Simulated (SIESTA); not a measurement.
CsPbCl3:

```
Pb Cs Cl
1.0
     5.60500    0.00000    0.00000
     0.00000    5.60500    0.00000
     0.00000    0.00000    5.60500
Pb Cs Cl
1 1 3
Cartesian
  2.8025 2.8025 2.8025
  0.0000 0.0000 0.0000
  2.8025 0.0000 2.8025
  0.0000 2.8025 2.8025
  2.8025 2.8025 0.0000
```

Base run:

| Property | Result |
| --- | --- |
| Program | SIESTA 5.4.2 |
| Functional | PBE |
| Potentials or basis | PseudoDojo 0.4 standard (PBE files) |
| Basis | DZP (energy shift 0.003 Ry; two zetas on semicore shells; d shell added on Cs) |
| Grid cutoff | 800 Ry |
| Energy shift | 0.003 Ry |
| k mesh | 5 × 5 × 5 |
| Occupations | fermi-dirac, width 0.05 eV |
| Spin | no spin polarisation |

Its results: pressure 2.1 GPa.

The run is repeated on the same cell with these changes: functional from PBE to BLYP. What comes out?

Pressure 3.7 GPa.

BLYP binds less tightly than PBE, so the same cell stands under more pressure.

Caveats: the basis of atomic orbitals isn't converged, which shifts pressures, moduli and gaps; the potentials were made for another functional, which shifts forces and pressure (some runs).

Not every run made on this cell is shown here.
